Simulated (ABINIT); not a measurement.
The system is ZnSe (Stilleite).

```
CELL_PARAMETERS angstrom
0.00000 2.83380 2.83380
2.83380 0.00000 2.83380
2.83380 2.83380 0.00000
ATOMIC_POSITIONS crystal
Se 0.75000 0.75000 0.75000
Zn 0.00000 0.00000 0.00000
```

Base run:

```yaml
Program: ABINIT 10.8.3 (patched build)
Functional: RPBE
Potentials_or_basis: JTH PAW PBE v2.0
Cutoff: 544 eV
k_mesh: 8 × 8 × 8
Occupations: fermi-dirac, width 0.05 eV
Spin: no spin polarisation
```

Its results: band gap on the k mesh 1.45 eV, direct.

**Question.** The run is repeated on the same cell with these changes: functional from RPBE to SOGGA. What comes out?

**Answer.** Band gap on the k mesh 1.18 eV, direct.

